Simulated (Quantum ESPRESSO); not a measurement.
Crystal: GaN.

```
Ga N
1.0
     0.00000    2.25350    2.25350
     2.25350    0.00000    2.25350
     2.25350    2.25350    0.00000
Ga N
1 1
Direct
  0.00000 0.00000 0.00000
  0.25000 0.25000 0.25000
```

The cell is a database's computed one.

```yaml
Program: Quantum ESPRESSO 7.5
Task: phonons
Functional: LDA
Potentials_or_basis: GBRV 1.5 LDA
Cutoff: 762 eV
Density_cutoff: 6095 eV
k_mesh: 6 × 6 × 6, shifted
Occupations: fermi-dirac, width 0.05 eV
Spin: no spin polarisation
Target_pressure: 20 GPa
Form_of_the_LDA_correlation: PZ81
Mixing_beta: 0.5
Most_SCF_iterations: 120
SCF_threshold: 4e-10 Ry
```

The cell and the atoms were relaxed first at 20 GPa, to 10.21 Å³/atom (a = 3.069 Å, b = 3.069 Å, c = 3.069 Å, α = 60.00°, β = 60.00°, γ = 60.00°), and the response was taken there.

The first run showed a gap, so the response started from a second, tighter run with fixed occupations.

Where do the zone-centre optical modes lie?

T2 at 623 cm⁻¹ (IR and Raman). Polar modes are given without the macroscopic field (transverse values).

Optical modes at Γ, degenerate ones joined, polar ones without the macroscopic field:
| cm⁻¹ | components | symmetry | active in | IR intensity, summed ((D/Å)²/amu) |
| --- | --- | --- | --- | --- |
| 623 | 3 | T2 | IR and Raman | 40.06 |

Zone-centre frequencies without and with the macroscopic field along z (cm⁻¹):
```
                optical modes in rising order
       without                    623 623 623
with the field                    623 623 805
```

Born effective charge tensors (e):
atom 1, Ga
```
2.60 0.00 0.00
0.00 2.60 0.00
0.00 0.00 2.60
```
atom 2, N
```
-2.60  0.00  0.00
 0.00 -2.60  0.00
 0.00  0.00 -2.60
```

Electronic dielectric tensor:
```
5.38 0.00 0.00
0.00 5.38 0.00
0.00 0.00 5.38
```

Static dielectric tensor, electrons and zone-centre modes:
```
8.96 0.00 0.00
0.00 8.96 0.00
0.00 0.00 8.96
```

Caveat: the cell is more than 3 GPa from zero pressure, which shifts response properties.
